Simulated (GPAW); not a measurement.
**ZrO2 in GPAW: the effect of functional**

ZrO2:

```
CELL_PARAMETERS angstrom
0.00000 2.54507 2.54507
2.54507 0.00000 2.54507
2.54507 2.54507 0.00000
ATOMIC_POSITIONS crystal
Zr 0.00000 0.00000 0.00000
O 0.75000 0.75000 0.75000
O 0.25000 0.25000 0.25000
```

Measurements of this composition are mostly on another form, of space group No. 14.

Alike in all runs:

```yaml
Program: GPAW 26.7.0
Task: band structure
Cutoff: 800 eV
Basis: pw
k_mesh: 9 × 9 × 9
Occupations: fermi-dirac, width 0.05 eV
Spin: no spin polarisation
```

```csv
functional,potentials or basis,gap on the mesh (eV)
LDA,the program's PAW data sets (release 1.2.1) made for this functional,3.30
PBE,GPAW PAW data sets (gpaw-data 1.2.1),3.41
PBEsol,PAW data sets generated in the run's folder for this functional,3.33
TPSS,GPAW PAW data sets (gpaw-data 1.2.1),3.51
vdW-DF-cx,GPAW PAW data sets (gpaw-data 1.2.1),3.39
BLYP,PAW data sets generated in the run's folder for this functional,3.48
vdW-DF2,GPAW PAW data sets (gpaw-data 1.2.1),3.54
GLLB-SC,the program's PAW data sets (release 1.2.1) made for this functional,?
AM05,PAW data sets generated in the run's folder for this functional,3.33
```

Q: What does the run with functional GLLB-SC give?

A: gap on the mesh 6.35 eV.

Caveats: the GLLB-SC gap is the Kohn-Sham gap of the path plus the derivative discontinuity (some runs); a model potential gives levels but no total energy (some runs); an odd mesh through Γ misses points on the zone boundary, where band edges often lie (some runs).
